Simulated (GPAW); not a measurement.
# MgO (Fm-3m) in GPAW: reference runs

How does MgO come out in PBEsol? The cell is run as given and disturbed.

Everything below comes from runs of GPAW 26.7.0. Logs are shortened: lines on timing, memory, paths and dates and some standing lists are left out, and cuts for length are marked. The log counts tension as positive stress, the text compression.

**Measured values to compare with.**

“Electronic structure of alkaline earth and post-transition metal oxides”, 2009, arxiv:0908.1581 quotes, for a bulk crystal of MgO: band gap 7.83 eV.

The runs below are set against these values where they give the same quantity.

### Step 1. Starting point

Symmetry: Fm-3m, No. 225, cubic system. The conventional cell has a = 4.194 Å, b = 4.194 Å, c = 4.194 Å, α = 90.00°, β = 90.00°, γ = 90.00°. Mg (site symmetry m-3m) is surrounded by 6 O at 2.10 Å. O (site symmetry m-3m) is surrounded by 6 Mg at 2.10 Å.

The cell is a database's computed one.

### Step 2. Single point, PBEsol

Input file run.py:

```python
from ase import Atoms
from ase.dft.bandgap import bandgap
from ase.io import write
from ase.units import Bohr, GPa
from gpaw import GPAW, PW, setup_paths
from gpaw.elf import elf_from_dft_calculation

setup_paths.insert(0, '.')

atoms = Atoms(['Mg', 'O'],
              cell=[[0.0, 2.0970013927, 2.0970013927],
                    [2.0970013927, 0.0, 2.0970013927],
                    [2.0970013927, 2.0970013927, 0.0]],
              scaled_positions=[[0.0, 0.0, 0.0],
                                [0.5, 0.5, 0.5]],
              pbc=True)

calc = GPAW(mode=PW(800),
            xc='PBEsol',
            kpts={'size': (11, 11, 11), 'gamma': True},
            occupations={'name': 'fermi-dirac', 'width': 0.05},
            nbands=16,
            convergence={'density': 1e-05, 'energy': 1e-05},
            maxiter=150,
            txt='gpaw.txt')
atoms.calc = calc
energy = atoms.get_potential_energy()
forces = atoms.get_forces()
stress = atoms.get_stress()
calc.write('gs.gpw')
write('result.traj', atoms)
print(f'Energy: {energy:.6f} eV')
print('Forces (eV/A):')
print(forces.round(4))
print('Stress (GPa):', (stress / GPa).round(3))
print('Fermi level:', round(calc.get_fermi_level(), 4), 'eV')
print(f'Gap: {bandgap(calc)[0]:.4f} eV, direct: {bandgap(calc, direct=True)[0]:.4f} eV')

# fields on the real-space grid
write('density.cube', atoms, data=calc.get_pseudo_density() * Bohr**3)
write('potential.cube', atoms, data=calc.get_electrostatic_potential())
write('elf.cube', atoms, data=elf_from_dft_calculation(calc).data)
```

Potentials or basis: PAW data sets generated in the run's folder for this functional, pw.

Run with:

```bash
> gpaw-setup -f PBEsol Mg O
> OMP_NUM_THREADS=1 python run.py
```

gpaw.txt:

```text
__  _  _
 | _ |_)|_||  |
 |__||  | ||/\| - 26.7.0

Input parameters:
  mode=PW(ecut=800.0),
  convergence={'density': 1e-05, 'energy': 1e-05},
  kpts=MonkhorstPack(size=(11, 11, 11), gamma=True),
  maxiter=150,
  nbands=16,
  occupations=Occupations(name='fermi-dirac', width=0.05),
  xc=XC(name='PBEsol')

Diagonalizing LCAO Hamiltonian
Converting LCAO to pw mode

              O

       Mg

Atoms  # Å, Bohr magnetons
|   | symbol |        x |        y |        z |    initial magnetic moments |
|---|--------|----------|----------|----------|-----------------------------|
| 0 |     Mg | 0.000000 | 0.000000 | 0.000000 | ( 0.0000,  0.0000,  0.0000) |
| 1 |      O | 2.097001 | 2.097001 | 2.097001 | ( 0.0000,  0.0000,  0.0000) |

Unit cell  # Å
| periodic |        x |        y |        z |  lengths |    angles |
|----------|----------|----------|----------|----------|-----------|
|      yes | 0.000000 | 2.097001 | 2.097001 | 2.965608 | 60.000000 |
|      yes | 2.097001 | 0.000000 | 2.097001 | 2.965608 | 60.000000 |
|      yes | 2.097001 | 2.097001 | 0.000000 | 2.965608 | 60.000000 |

Number of symmetries: 48
Symmetry operations  # r_c * U_cc + t_c -> r_c
|    | kind |            matrix            |
|----|------|------------------------------|
|  0 |  σ   |  1, 0, 0,  1, 0,-1,  1,-1, 0 |
|  1 |  C2  |  1, 0, 0,  1,-1, 0,  1, 0,-1 |
|  2 |  E   |  1, 0, 0,  0, 1, 0,  0, 0, 1 |
|  3 |  σ   |  1, 0, 0,  0, 0, 1,  0, 1, 0 |
|  4 |  C4  |  1, 0,-1,  1, 0, 0,  1,-1, 0 |
|  5 |  S6  |  1, 0,-1,  1,-1, 0,  1, 0, 0 |
|  6 |  σ   |  1, 0,-1,  0, 1,-1,  0, 0,-1 |
|  7 |  C3  |  1, 0,-1,  0, 0,-1,  0, 1,-1 |
|  8 |  S6  |  1,-1, 0,  1, 0, 0,  1, 0,-1 |
|  9 |  C4  |  1,-1, 0,  1, 0,-1,  1, 0, 0 |
| 10 |  C3  |  1,-1, 0,  0,-1, 1,  0,-1, 0 |
| 11 |  σ   |  1,-1, 0,  0,-1, 0,  0,-1, 1 |
| 12 |  σ   |  0, 1, 0,  1, 0, 0,  0, 0, 1 |
| 13 |  C4  |  0, 1, 0,  0, 1,-1, -1, 1, 0 |
| 14 |  C3  |  0, 1, 0,  0, 0, 1,  1, 0, 0 |
| 15 |  S6  |  0, 1, 0, -1, 1, 0,  0, 1,-1 |
| 16 |  C2  |  0, 1,-1,  1, 0,-1,  0, 0,-1 |
| 17 |  σ   |  0, 1,-1,  0, 1, 0, -1, 1, 0 |
| 18 |  S4  |  0, 1,-1,  0, 0,-1,  1, 0,-1 |
| 19 |  C4  |  0, 1,-1, -1, 1, 0,  0, 1, 0 |
| 20 |  C3  |  0, 0, 1,  1, 0, 0,  0, 1, 0 |
| 21 |  σ   |  0, 0, 1,  0, 1, 0,  1, 0, 0 |
| 22 |  S6  |  0, 0, 1,  0,-1, 1, -1, 0, 1 |
| 23 |  C4  |  0, 0, 1, -1, 0, 1,  0,-1, 1 |
| 24 |  S4  |  0, 0,-1,  1, 0,-1,  0, 1,-1 |
| 25 |  C3  |  0, 0,-1,  0, 1,-1,  1, 0,-1 |
| 26 |  C2  |  0, 0,-1,  0,-1, 0, -1, 0, 0 |
| 27 |  S6  |  0, 0,-1, -1, 0, 0,  0,-1, 0 |
| 28 |  S4  |  0,-1, 1,  1,-1, 0,  0,-1, 0 |
| 29 |  C4  |  0,-1, 1,  0, 0, 1, -1, 0, 1 |
| 30 |  C2  |  0,-1, 1,  0,-1, 0,  1,-1, 0 |
| 31 |  σ   |  0,-1, 1, -1, 0, 1,  0, 0, 1 |
| 32 |  C3  |  0,-1, 0,  1,-1, 0,  0,-1, 1 |
| 33 |  S6  |  0,-1, 0,  0, 0,-1, -1, 0, 0 |
| 34 |  S4  |  0,-1, 0,  0,-1, 1,  1,-1, 0 |
| 35 |  C2  |  0,-1, 0, -1, 0, 0,  0, 0,-1 |
| 36 |  C2  | -1, 1, 0,  0, 1, 0,  0, 1,-1 |
| 37 |  S6  | -1, 1, 0,  0, 1,-1,  0, 1, 0 |
| 38 |  S4  | -1, 1, 0, -1, 0, 1, -1, 0, 0 |
| 39 |  C3  | -1, 1, 0, -1, 0, 0, -1, 0, 1 |
| 40 |  S6  | -1, 0, 1,  0, 0, 1,  0,-1, 1 |
| 41 |  C2  | -1, 0, 1,  0,-1, 1,  0, 0, 1 |
| 42 |  C3  | -1, 0, 1, -1, 1, 0, -1, 0, 0 |
| 43 |  S4  | -1, 0, 1, -1, 0, 0, -1, 1, 0 |
| 44 |  C2  | -1, 0, 0,  0, 0,-1,  0,-1, 0 |
| 45 |  i   | -1, 0, 0,  0,-1, 0,  0, 0,-1 |
| 46 |  σ   | -1, 0, 0, -1, 1, 0, -1, 0, 1 |
| 47 |  C2  | -1, 0, 0, -1, 0, 1, -1, 1, 0 |

BZ-sampling:
  Number of BZ points: 1331
  Number of IBZ points: 56

  Monkhorst-Pack size: [11, 11, 11]
  Monkhorst-Pack shift: [0, 0, 0]

K-points  # in reciprocal-cell coordinates
|     |                                coordinates |     weight |
|-----|--------------------------------------------|------------|
|   0 | (  0.00000000,   0.00000000,   0.00000000) | 0.00075131 |
|   1 | (  0.09090909,   0.09090909,   0.00000000) | 0.00450789 |
|   2 | (  0.09090909,   0.09090909,   0.09090909) | 0.00601052 |
|   3 | (  0.18181818,   0.09090909,   0.09090909) | 0.00901578 |
|   4 | (  0.18181818,   0.18181818,   0.00000000) | 0.00450789 |
|   5 | (  0.18181818,   0.18181818,   0.09090909) | 0.01803156 |
|   6 | (  0.18181818,   0.18181818,   0.18181818) | 0.00601052 |
|   7 | (  0.27272727,   0.18181818,   0.09090909) | 0.01803156 |
|   8 | (  0.27272727,   0.18181818,   0.18181818) | 0.01803156 |
|   9 | (  0.27272727,   0.27272727,   0.00000000) | 0.00450789 |
| ... |                                            |            |
|  55 | (  0.45454545,   0.45454545,   0.45454545) | 0.00601052 |

Plane wave coefficients: 959
Cutoff: 800.0 eV

Spin-components: 1 (collinear spins)
Bands:           16
Projectors:      10
Spin-degeneracy: 2
Datatype:        complex128

Parallelization:
  kpt:    1
  domain: 1
  band:   1

Density:
  Valence electrons: 16.0
  Components: 1
  Grid points: [20 20 20]
  Charge: 0.0  # |e|

Potential:
  Grid points: [20 20 20]

species:
  Mg:
    name:    Magnesium
    Z:       12.0
    valence: 10
    core:    2
    charge:  0.0  # [|e|]
    compensation charges:
      type: gauss
      rc: 0.33  # [Å]
      lmax: 2
    cutoffs:
      filter: 1.86  # [Å]
      core: 0.54  # [Å]
    projectors
    | kind |    occ | energy [eV] | rcut [Å] |
    |------|--------|-------------|----------|
    |   2s |  2.000 |     -79.588 |    1.090 |
    |   3s |  2.000 |      -4.679 |    1.090 |
    |   2p |  6.000 |     -46.550 |    1.085 |
    |   3p |  0.000 |      -1.306 |    1.085 |
    |    d |        |       0.000 |    1.037 |

    Using partial waves for Mg as LCAO basis

  O:
    name:    Oxygen
    Z:       8.0
    valence: 6
    core:    2
    charge:  0.0  # [|e|]
    compensation charges:
      type: gauss
      rc: 0.21  # [Å]
      lmax: 2
    cutoffs:
      filter: 1.17  # [Å]
      core: 0.83  # [Å]
    projectors
    | kind |    occ | energy [eV] | rcut [Å] |
    |------|--------|-------------|----------|
    |   2s |  2.000 |     -23.808 |    0.688 |
    |   2p |  4.000 |      -8.972 |    0.598 |
    |    s |        |       3.404 |    0.688 |
    |    p |        |      18.239 |    0.598 |
    |    d |        |       0.000 |    0.619 |

    Using partial waves for O as LCAO basis

Reference energy: -7471.652268  # eV

eigensolver:
  PPCG
  Converge bands: occupied
  niter=2

density mixing:
  MSR1-Mixer
  Pratt-step length: 0.05
  Maximum mixing coefficient: 0.75
  Old densities: 10
  SVD Regularization: 0.005
  Good broyden scale: 1.0
  Trust region scale: 1.0
  Backstep threshold: 4.0
  History deletion threshold: 6.0
  Fourier metric: weight=20.0, sigma=0.015

occupation numbers:
  Fermi-Dirac:
    width: 0.0500  # eV

poisson solver:
  ecut: 6400.0  # eV

xc functional:
  name: PBEsol with 2 nearest neighbor stencil

convergence criteria:
- Maximum integral of absolute [dens]ity change: 1e-05 electrons / valence electron
- Maximum [total energy] change in last 3 cyles: 1e-05 eV / valence electron
- Maximum integral of absolute [eigenst]ate change: 4e-08 eV^2 / valence electron
maximum number of iterations: 150

SCF iterations
|iter     | |      energy | eigst |  dens |
|---------|-|-------------|-------|-------|
|iter:   1| |  -14.039067 | +0.16 |       |
|iter:   2| |  -13.706464 | -2.41 | -1.00 |
|iter:   3| |  -12.782279 | -1.48 | -1.05 |
|iter:   4| |  -12.780804 | -3.62 | -1.60 |
|iter:   5| |  -12.782329 | -3.64 | -1.88 |
|iter:   6| |  -12.782347 | -5.84 | -3.07 |
|iter:   7| |  -12.782354c| -6.60 | -3.46 |
|iter:   8| |  -12.782354c| -8.46c| -4.50 |
|iter:   9| |  -12.782354c| -8.69c| -5.30c|

Converged in 9 steps
Energy contributions relative to reference atoms: (reference = -7471.652268)

Energy contributions:
  Kinetic:          12.148678
  Coulomb:         -10.346236
  Zero:              0.178174
  External:          0.000000
  Xc:              -14.762971
  Entropy:          -0.000000
  Spinorbit:         0.000000
  ----------------------------
  Free energy:     -12.782354
  Extrapolated:    -12.782354

dipole moment: (-6.016376, -6.016376, -6.016376)  # |e|*Ang

Fermi level: 5.823
Eigenvalues  # (at kpt = [0.000, 0.000, 0.000])
| band index |      eig [eV] | occ [0-2] |
|------------|---------------|-----------|
|          0 |       -67.058 |     2.000 |
|          1 |       -34.002 |     2.000 |
|          2 |       -34.002 |     2.000 |
|          3 |       -34.002 |     2.000 |
|          4 |       -12.338 |     2.000 |
|          5 |         4.892 |     2.000 |
[... 8 lines left out ...]
|         14 |        26.410 |     0.000 |
|         15 |        29.449 |     0.000 |

Gap: 4.782 eV
Transition (v -> c):
  (s=0, k=0, n=7, [0.00, 0.00, 0.00]) -> (s=0, k=0, n=8, [0.00, 0.00, 0.00])
No difference between direct/indirect transitions

Forces  # eV/Ang
|        x |       y |        z |
|----------|---------|----------|
|  0.00000 | 0.00000 |  0.00000 |  # Mg   0
| -0.00000 | 0.00000 | -0.00000 |  # O    1

Stress tensor  # eV/Ang^3
|         x |         y |         z |
|-----------|-----------|-----------|
| -0.019549 | -0.000000 | -0.000000 |
| -0.000000 | -0.019549 | -0.000000 |
| -0.000000 | -0.000000 | -0.019549 |

# Writing to gs.gpw (mode='')
```

Run time: 14 s. Hardware: 1 thread of Arm Neoverse V2, shared host; peak memory 0.15 GiB.

Results:

* Free energy: -12.7824 eV
* Pressure: 3.1 GPa
* Band gap on the k mesh: 4.78 eV, direct

### Step 3. Single point, PBEsol (atoms moved at random, drawn with an rms of 0.05 Å)

run.py, as its differences from that of step 2:

```diff
@@ -3,5 +3,4 @@
 from ase.io import write
-from ase.units import Bohr, GPa
+from ase.units import GPa
 from gpaw import GPAW, PW, setup_paths
-from gpaw.elf import elf_from_dft_calculation
 
@@ -13,4 +12,4 @@
                     [2.0970013927, 2.0970013927, 0.0]],
-              scaled_positions=[[0.0, 0.0, 0.0],
-                                [0.5, 0.5, 0.5]],
+              scaled_positions=[[-0.016445, 0.020507, -0.015817],
+                                [0.502252, 0.496979, 0.506906]],
               pbc=True)
@@ -37,6 +36 @@
 print(f'Gap: {bandgap(calc)[0]:.4f} eV, direct: {bandgap(calc, direct=True)[0]:.4f} eV')
-
-# fields on the real-space grid
-write('density.cube', atoms, data=calc.get_pseudo_density() * Bohr**3)
-write('potential.cube', atoms, data=calc.get_electrostatic_potential())
-write('elf.cube', atoms, data=elf_from_dft_calculation(calc).data)
```

Potentials or basis: PAW data sets generated in the run's folder for this functional, pw.

Run with:

```bash
> gpaw-setup -f PBEsol Mg O
> OMP_NUM_THREADS=1 python run.py
```

gpaw.txt:

```text
__  _  _
 | _ |_)|_||  |
 |__||  | ||/\| - 26.7.0

Input parameters:
  mode=PW(ecut=800.0),
  convergence={'density': 1e-05, 'energy': 1e-05},
  kpts=MonkhorstPack(size=(11, 11, 11), gamma=True),
  maxiter=150,
  nbands=16,
  occupations=Occupations(name='fermi-dirac', width=0.05),
  xc=XC(name='PBEsol')

Diagonalizing LCAO Hamiltonian
Converting LCAO to pw mode

              O

       Mg

Atoms  # Å, Bohr magnetons
|   | symbol |        x |         y |        z |    initial magnetic moments |
|---|--------|----------|-----------|----------|-----------------------------|
| 0 |     Mg | 0.009835 | -0.067653 | 0.008518 | ( 0.0000,  0.0000,  0.0000) |
| 1 |      O | 2.105148 |  2.116206 | 2.095389 | ( 0.0000,  0.0000,  0.0000) |

Unit cell  # Å
| periodic |        x |        y |        z |  lengths |    angles |
|----------|----------|----------|----------|----------|-----------|
|      yes | 0.000000 | 2.097001 | 2.097001 | 2.965608 | 60.000000 |
|      yes | 2.097001 | 0.000000 | 2.097001 | 2.965608 | 60.000000 |
[... 150 lines left out ...]

Converged in 9 steps
Energy contributions relative to reference atoms: (reference = -7471.652268)

Energy contributions:
  Kinetic:          12.420104
  Coulomb:         -10.553397
  Zero:              0.177698
  External:          0.000000
  Xc:              -14.803583
  Entropy:          -0.000000
  Spinorbit:         0.000000
  ----------------------------
  Free energy:     -12.759178
  Extrapolated:    -12.759178

dipole moment: (0.037969, 5.745631, 0.033967)  # |e|*Ang

Fermi level: 5.811
Eigenvalues  # (at kpt = [0.000, 0.000, 0.000])
| band index |      eig [eV] | occ [0-2] |
|------------|---------------|-----------|
|          0 |       -67.050 |     2.000 |
|          1 |       -33.994 |     2.000 |
|          2 |       -33.993 |     2.000 |
|          3 |       -33.993 |     2.000 |
|          4 |       -12.342 |     2.000 |
|          5 |         4.874 |     2.000 |
[... 8 lines left out ...]
|         14 |        26.436 |     0.000 |
|         15 |        29.420 |     0.000 |

Gap: 4.779 eV
Transition (v -> c):
  (s=0, k=0, n=7, [0.00, 0.00, 0.00]) -> (s=0, k=0, n=8, [0.00, 0.00, 0.00])
No difference between direct/indirect transitions

Forces  # eV/Ang
|        x |        y |        z |
|----------|----------|----------|
| -0.00967 |  0.54018 | -0.05811 |  # Mg   0
|  0.00966 | -0.54012 |  0.05810 |  # O    1

Stress tensor  # eV/Ang^3
|         x |         y |         z |
|-----------|-----------|-----------|
| -0.018261 | -0.000065 |  0.000007 |
| -0.000065 | -0.036469 | -0.000388 |
|  0.000007 | -0.000388 | -0.018497 |

# Writing to gs.gpw (mode='')
```

stdout:

```text
Energy: -12.759178 eV
Forces (eV/A):
[[-0.0097  0.5402 -0.0581]
 [ 0.0097 -0.5401  0.0581]]
Stress (GPa): [-2.926e+00 -5.843e+00 -2.964e+00 -6.200e-02  1.000e-03 -1.000e-02]
Fermi level: 5.8106 eV
Gap: 4.7794 eV, direct: 4.7794 eV
```

Run time: 2.1 min. Hardware: 1 thread of Arm Neoverse V2, shared host; peak memory 0.44 GiB.

Results:

```yaml
Free_energy: -12.7592 eV
Pressure: 3.9 GPa
Largest_force: 0.543 eV/Å
Band_gap_on_the_k_mesh: 4.78 eV, direct
```

Forces in eV/Å, atoms in the order of the input:
```
Mg  -0.010  0.540 -0.058
O    0.010 -0.540  0.058
```

### Step 4. How close it comes

Step 2. Against the measured gap of MgO, 7.83 eV (quoted in “Electronic structure of alkaline earth and post-transition metal oxides”, 2009, arxiv:0908.1581), the calculated 4.78 eV is off by -3.05 eV. The value is that of PBEsol, without temperature or zero-point motion. Semilocal functionals fall short of measured gaps as a rule. The cell is a database's relaxed one, not the measured one, which moves gaps too.
